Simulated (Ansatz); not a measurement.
**SnTe in Ansatz: the effect of functional**

The system is SnTe.

```
Te Sn
1.0
     0.00000    3.65867    3.65867
     3.65867    0.00000    3.65867
     3.65867    3.65867    0.00000
Te Sn
1 1
Direct
  0.25000 0.25000 0.25000
  0.00000 0.00000 0.00000
```

Measurements of this composition are mostly on another form, of space group No. 225.

The cell isn't the ideal one: volume scaled by 1.04.

Alike in all runs:

- Program: Ansatz 0.2.0
- Task: single point
- Potentials or basis: Ansatz PAW
- k mesh: 7 × 7 × 7
- Occupations: fermi-dirac, width 0.05 eV
- Spin: no spin polarisation

```tsv
functional	cutoff	gap on the mesh (eV)	pressure (GPa)
LDA	420 eV (not typed: the program's choice for these potentials)	?	?
PBEsol	420 eV (not typed: the program's choice for these potentials)	0.37	-2.2
r2SCAN	500 eV (not typed: the program's choice for these potentials)	0.50	-1.5
```

Q: What does the run with functional LDA give?

A: gap on the mesh 0.34 eV; pressure -2.9 GPa.

Caveats: odd divisions of the mesh miss points on the zone boundary, where band edges often lie, so the gap on the mesh can be too wide; spin-orbit coupling is left out, which moves the levels of the heavy elements; the PAW data sets come from PBE, with cores solved anew for the run's functional, which leaves a small shift of forces and pressure.

A k mesh can miss the band edges.

Runs at the PBE level aren't shown here.
